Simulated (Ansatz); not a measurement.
# Relaxing In2H

All numbers below come from DFT PBE, scalar-relativistic, plane waves, PAW (Ansatz 0.2.0). Cutoff 420 eV, Γ-centred k mesh, Gaussian smearing, no spin polarisation in the final step.

In2H was placed on the fluorite structure type (Fm-3m, No. 225), with H in place of Ca, In in place of F, at a guessed volume.

```xyz
3
Lattice="0.0000 2.9881 2.9881 2.9881 0.0000 2.9881 2.9881 2.9881 0.0000" Properties=species:S:1:pos:R:3 pbc="T T T"
In    1.4941    1.4941    1.4941
In    4.4822    4.4822    4.4822
H     0.0000    0.0000    0.0000
```

Cell and atoms relax at zero pressure; the relaxation can't lower the symmetry of the start. After a coarse first stage the cell is made exact in the group found at 0.06 Å.

The zero of energy is the elements' standard structures at the same level (H₂ as a molecule); no fitted shifts are applied.

Q: Which crystal results?

A: It keeps Fm-3m (No. 225). The result has the fluorite structure. Conventional cell: a = 6.307 Å. In has 4 H at 2.73 Å and 6 In at 3.15 Å; H has 8 In at 2.73 Å.

Space group Fm-3m (No. 225). a = 6.307 Å, b = 6.307 Å, c = 6.307 Å, α = 90.00°, β = 90.00°, γ = 90.00°
```
atom site symmetry x y z
  In    8c      -43m  0.2500  0.7500  0.7500
   H    4a m-3m  0.0000  0.0000  0.0000
```

Q: What are its volume, energy, density and gap?

A: The volume per atom is 20.91 Å³ and the density is 6.11 g/cm³. The energy over the elements is 0.45 eV/atom and the gap on the 12×12×12 mesh is 0 eV (a metal).

The final run used a 12×12×12 mesh on its 3-atom cell and 0.10 eV smearing. For metals, differences of a few meV/atom aren't resolved. Symmetry constrained the relaxation, so the result can be a saddle point.

Cost: 3 runs of about 0.16 core-minutes in all, on Intel Xeon 6975P-C (Granite Rapids) (shared hosts).